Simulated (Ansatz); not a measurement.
# TiAl3 under changes of volume

One of the cells (15.474 Å³/atom); the others are scaled copies at fixed shape and fractional positions:

```
Ti Al
1.0
     3.95567    0.00000    0.00000
     0.00000    3.95567    0.00000
     0.00000    0.00000    3.95567
Ti Al
1 3
Direct
  0.00000 0.00000 0.00000
  0.00000 0.50000 0.50000
  0.50000 0.00000 0.50000
  0.50000 0.50000 0.00000
```

The cell comes from a database or a generator and needn't be the stable form of this composition.

* Program: Ansatz 0.2.0
* Functional: PBEsol
* Potentials or basis: Ansatz PAW
* Cutoff: 420 eV (not typed: the program's choice for these potentials)
* k mesh: 7 × 7 × 7
* Occupations: fermi-dirac, width 0.05 eV
* Spin: no spin polarisation

```csv
volume (Å³/atom),energy over the lowest point (meV/atom),pressure (GPa)
14.545,17.39,7.1
14.855,6.59,4.2
15.164,0.96,1.7
15.474,0.00,-0.6
15.783,?,?
16.093,10.31,-4.5
16.402,20.80,-6.2
```

**Question.** What does the run at 15.783 Å³/atom give?

**Answer.** Energy over the lowest point 3.24 meV/atom; pressure -2.7 GPa.

Worked out: A Birch-Murnaghan fit of order 3 (a polynomial in V^(-2/3)) to the other rows has its minimum at 15.39 Å³/atom with B0 = V·E''(V) = 112 GPa and B' = 4.0. It gives 3.24 meV/atom at 15.783 Å³/atom, against the run's 3.24, and -dE/dV = -2.7 GPa, against -2.7.

Energies are extrapolated to zero smearing.

Caveats: the PAW data sets come from PBE, with cores solved anew for the run's functional, which leaves a small shift of forces and pressure.
